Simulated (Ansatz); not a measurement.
**SiC: the cell at several levels of theory**

One table from this session's results is given with a row withheld; the runs are named, their logs left out.

The COD entry's cell or inner coordinates are ideal or old and differ from later refinements, so a difference from it is no clean test against experiment.

Program: Ansatz 0.2.0. PAW datasets, plane waves, zero pressure. Spin-unpolarised throughout; all numbers are computed.

### Starting point

It is hexagonal, P6_3mc (No. 186); conventional cell a = 3.095 Å, c = 15.170 Å, 10.49 Å³ an atom. Around Si lie 4 C at 1.90 Å; around C lie 4 Si at 1.90 Å.

Structure file:

```cif
data_structure
_symmetry_space_group_name_H-M 'P 1'
_symmetry_Int_Tables_number 1
_cell_length_a 3.0950
_cell_length_b 3.0950
_cell_length_c 15.1700
_cell_angle_alpha 90.000
_cell_angle_beta 90.000
_cell_angle_gamma 120.000
_cell_volume 125.85
loop_
_atom_site_label
_atom_site_type_symbol
_atom_site_fract_x
_atom_site_fract_y
_atom_site_fract_z
_atom_site_occupancy
Si1 Si 0.00000 0.00000 0.12500 1
Si2 Si 0.00000 0.00000 0.62500 1
Si3 Si 0.33333 0.66667 0.29170 1
Si4 Si 0.66667 0.33333 0.79170 1
Si5 Si 0.33333 0.66667 0.95830 1
Si6 Si 0.66667 0.33333 0.45830 1
C1 C 0.00000 0.00000 0.00000 1
C2 C 0.00000 0.00000 0.50000 1
C3 C 0.33333 0.66667 0.16670 1
C4 C 0.66667 0.33333 0.66670 1
C5 C 0.33333 0.66667 0.83330 1
C6 C 0.66667 0.33333 0.33330 1
```

The first run:

input.yaml

```yaml
crystal:
  lattice:
    - [3.095, 0.0, 0.0]
    - [-1.5475, 2.6803486247, 0.0]
    - [0.0, 0.0, 15.17]
  atoms:
    - { symbol: Si, position: [0.0, 0.0, 0.125] }
    - { symbol: Si, position: [0.0, 0.0, 0.625] }
    - { symbol: Si, position: [0.3333333333, 0.6666666667, 0.2917] }
    - { symbol: Si, position: [0.6666666667, 0.3333333333, 0.7917] }
    - { symbol: Si, position: [0.3333333333, 0.6666666667, 0.9583] }
    - { symbol: Si, position: [0.6666666667, 0.3333333333, 0.4583] }
    - { symbol: C, position: [0.0, 0.0, 0.0] }
    - { symbol: C, position: [0.0, 0.0, 0.5] }
    - { symbol: C, position: [0.3333333333, 0.6666666667, 0.1667] }
    - { symbol: C, position: [0.6666666667, 0.3333333333, 0.6667] }
    - { symbol: C, position: [0.3333333333, 0.6666666667, 0.8333] }
    - { symbol: C, position: [0.6666666667, 0.3333333333, 0.3333] }
kpoints:
  mp_grid: { grid: [12, 12, 2] }
hamiltonian:
  xc: pbe
scf:
  occupations: { method: fermi_dirac, width: 0.02 }
relax:
  f_tol: 0.005
  cell: {}
```

Launch:

```sh
$ ansatz run input.yaml --threads 8 --pin off --max-ram 20275MiB --backend cpu --events-out ev --progress --plain --runs-dir out
```

Steps of the session up to this table: PBE: cell and atoms; r2SCAN: cell and atoms; PBEsol: cell and atoms; Relaxing with LDA.

One table of the session follows, with a row left open; its other results are not shown here.

| level | a (Å) | c (Å) | volume (Å³/atom) |
| --- | --- | --- | --- |
| PBE | 3.095 | 15.186 | 10.498 |
| r2SCAN | 3.078 | 15.108 | 10.332 |
| PBEsol | ? | ? | ? |
| LDA | 3.059 | 15.011 | 10.139 |

**Question.** Estimate the row for PBEsol.

**Answer.** a (Å): 3.079; c (Å): 15.107; volume (Å³/atom): 10.336. In the column «a (Å)» it lies between r2SCAN (3.078) and PBE (3.095).

**Reading.** The first relaxation changed the volume by +0.1 % from the start. LDA gives the smallest cell and PBE the largest; they differ by 3.5 % in volume, a mean of 1.2 % in length.
